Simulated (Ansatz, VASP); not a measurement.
# KCl in VASP and in Ansatz

```
K Cl
1.0
     3.88972    0.00000    0.00000
     0.00000    3.88972    0.00000
     0.00000    0.00000    3.88972
K Cl
1 1
Direct
  0.00000 0.00000 0.00000
  0.50000 0.50000 0.50000
```

Change from the starting cell: volume scaled by 1.04.

Alike in both runs: task single point; functional PBE; k mesh 7 × 7 × 7; occupations fermi-dirac, width 0.05 eV; no spin polarisation.

|  | VASP | Ansatz |
| --- | --- | --- |
| version | VASP 6.6.1 | Ansatz 0.2.0 |
| potentials or method | VASP PAW PBE potentials, release 64 (K_sv, Cl), cutoff 520 eV | all-electron LAPW, scalar-relativistic |

|  | VASP | Ansatz | Ansatz less VASP |
| --- | --- | --- | --- |
| gap on the k mesh at the Fermi level (eV) | 4.66 | 4.66 | 0.000 |
| least direct gap on the mesh (eV) | 4.83 | 4.83 | 0.000 |
| pressure (GPa) | -0.7 | -0.7 | 0.00 |

Ansatz ran all-electron here, so the differences hold the error of VASP's frozen core and of both bases.

Caveats: an odd mesh through Γ misses points on the zone boundary, where band edges often lie.
